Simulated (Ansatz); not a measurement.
**A computed series for CdO: alloy series**

The parent structure is CdO in the rock salt structure (space group Fm-3m, No. 225).

```
CdO
1.0
    0.00000     2.34512     2.34512
    2.34512     0.00000     2.34512
    2.34512     2.34512     0.00000
O Cd
1 1
Direct
  0.00000   0.00000   0.00000
  0.50000   0.50000   0.50000
```

The other end (x = 1) is FeO in the rock salt structure (space group Fm-3m, No. 225; ferromagnetic): 9.57 Å³/atom, gap zero.

Fe replaces a fraction x of Cd; each row is one arrangement (x, atoms in the cell, starting space group or random), fully relaxed.

Method: PBEsol (Ansatz, a program for electronic structure), no spin-orbit coupling.

| variant | largest site moment | shortest interatomic distance |
|---|---|---|
| base | 0.00 μB | 2.345 Å |
| x(Fe) = 0.25, 8 atoms, Cmmm | 3.37 μB | 1.988 Å |
| x(Fe) = 0.333, 6 atoms, P-3m1 | 3.47 μB | 2.159 Å |
| x(Fe) = 0.75, 8 atoms, I4/mmm | 3.42 μB | 2.048 Å |

These are small ordered cells, not random alloys; other orderings at the same x differ. No phonon test of stability was made. No Hubbard U is applied and the magnetic state is the run's own (Cd3FeO4 ferromagnetic; FeO ferromagnetic; Cd2FeO3 ferromagnetic; CdFe3O4 ferromagnetic); small cells can't hold the antiferromagnetic order that many such compounds have, so gaps and moments can be off. Spin-polarised in the final run: Cd3FeO4, FeO, Cd2FeO3 and CdFe3O4; the other runs are not. In its common phase, real FeO is an antiferromagnetic insulator at low temperature. A zero or small gap of CdO can be the functional's error rather than a property of the material.
